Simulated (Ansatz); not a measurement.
**Al$_{3}$Cu: iterations to self-consistency**

Method: DFT PBEsol, scalar-relativistic, plane waves, PAW in Ansatz.

```
Al Cu
1.0
     2.77841    0.00000    0.00000
     0.00000    2.77841    0.00000
     0.00000    0.00000    7.51340
Al Cu
3 1
Direct
  0.00000 0.00000 0.50000
  0.50000 0.50000 0.22612
  0.50000 0.50000 0.77388
  0.00000 0.00000 0.00000
```

The plane-wave cutoff is 420 eV and the Γ-centred k-mesh is 16×16×6. The occupation rule is Gaussian smearing, 0.1 eV. The spin treatment is unpolarised.

Each run starts from superposed atomic densities and uses the program's default quasi-Newton mixer with a history of 8, at most 120 iterations and the default threshold on the density residual; only the mixing preconditioner differs.

| mixing preconditioner | iterations | converged | density residual (eV) at iterations 1, 3, 5 |
| --- | --- | --- | --- |
| kerker-dos | 11 | yes | 48 2.2 0.23 |
| ldos | 9 | yes | 48 1.8 0.011 |
| local-kerker | 11 | yes | 48 2.4 0.099 |
| resta | 11 | yes | 48 3.6 0.17 |

Cost: 4 runs of about 1.1 core-minutes in all, on Intel Xeon Platinum 8175M (Skylake/Cascade Lake) (shared hosts).